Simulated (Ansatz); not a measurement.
## SnO under pressure: fit and missing row

SnO, P4/nmm, a = 3.805 Å, c = 4.753 Å. Ansatz: PBEsol, PAW, 420 eV, Γ-centred 12×12×10 mesh on 4 atoms, Gaussian smearing 0.10 eV; no spin polarisation. Cell and atoms are relaxed at each pressure, and no other structure is tried, so the rows at high pressure may lie past a change of phase.

| V (Å³/atom) | P (GPa) |
| --- | --- |
| ? | 90.03 |
| 11.693 | 50.00 |
| 13.047 | 24.99 |
| 14.337 | 12.00 |
| 15.730 | 4.01 |
| 16.737 | 0.99 |
| 17.208 | 0.00 |
| 17.789 | -0.97 |

**Question.** Take V0 = 17.208 Å³/atom, fit the third-order Birch–Murnaghan form to the other rows, and predict the missing volume.

**Answer.** With the Eulerian strain f = ½[(V0/V)^(2/3) − 1] and y = P/[3f(1 + 2f)^(5/2)], the form is the line y = B0 + 1.5 B0 (B0′ − 4) f. Rows (f, y): 0.14690, 59.6; 0.10134, 51.8; 0.06470, 45.6; 0.03085, 37.3; 0.00934, 33.7; -0.01095, 31.2. Means f = 0.05703, y = 43.200; Σ(Δf)² = 0.01768, ΣΔfΔy = 3.297; the slope is their ratio. y = 32.57 + 186.5 f GPa, so B0 = 32.6 GPa and B0′ = 4 + 2 × (186.5)/(3 × 32.57) = 7.82. P = 90.03 GPa is met at f = 0.19324 (y = 68.61), so V = V0 (1 + 2f)^(−3/2) = 10.540 Å³/atom. The run gave 10.483 Å³/atom, so the fit is 0.057 Å³/atom too high, 0.78 % of the span of the series, against an rms of 0.021 Å³/atom on the fitted rows. The row lies outside the fitted range. A fourth-order term fitted to the same rows gives P = 92.10 GPa at this row's volume (the line 92.68, the run 90.03), which recovers part of the miss. Also, this row ran on the mesh 12×12×12, its neighbour on 12×12×10, which can shift it a little.

The mesh isn't the same in all rows (12×12×10, 12×12×12).

The fit describes a solid that is soft at first and stiffens quickly: B0 is only 32.6 GPa, while B0′ = 7.82 is well above the value of 4 at which the third-order term vanishes. This fits layered SnO, where the Sn(II) lone pairs, of mixed Sn 5s, Sn 5p and O 2p character, point into the gap between the layers. Early compression probably closes this weakly bonded gap, and later compression has to work increasingly against Sn–O bonds and closed-shell repulsion.

A single B0′ therefore averages over two regimes. The normalised pressure y climbs most steeply with strain at moderate compression and more slowly beyond it, so a line through all the rows overestimates the pressure at the smallest volume. The fourth-order term corrects in the right direction but removes only a small part of the excess, which suggests that the changeover is poorly captured by a low-order expansion in one isotropic strain. Volumes alone can't confirm this picture; the separate changes in a and c would test it.
